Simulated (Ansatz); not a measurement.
Runs of Ansatz 0.2.0 on Al2Cu (Khatyrkite). Symmetry: I4/mcm, No. 140, tetragonal system. The conventional cell has a = 6.067 Å, b = 6.067 Å, c = 4.877 Å, α = 90.00°, β = 90.00°, γ = 90.00°. Cu (site symmetry 422) has 2 Cu at 2.44 Å and 8 Al at 2.59 Å as nearest neighbours. Al (site symmetry m2m) is surrounded by 4 Cu at 2.59 Å and 3 Al at 2.71 to 2.90 Å. 

```tsv
level	gap on the mesh (eV)	pressure (GPa)	relaxed volume (Å³/atom)
PBEsol	none	0.0	14.46
PBEsol+D4	none	0.0	14.14
PBEsol+D3(BJ)-ATM	none	0.0	14.00
PBEsol+D3(BJ)	none	0.0	(a)
```

Alike in all rows: task relaxation of cell and atoms; potentials or basis Ansatz PAW; no spin polarisation; cell relaxed; k mesh 7 × 7 × 7; cutoff (eV) 420; smearing fermi-dirac 0.05 eV.

Task: Estimate the missing entries.

Result: (a) 13.91.

Caveats: the plane-wave basis is chosen anew once the cell has moved, so the energies of steps on either side of that aren't comparable; the PAW data sets come from PBE, with cores solved anew for the run's functional, which leaves a small shift of forces and pressure; pairwise dispersion overbinds metals, which lowers pressure and volume (some runs).

A gap of «none» marks a metal or a gap under the smearing width.
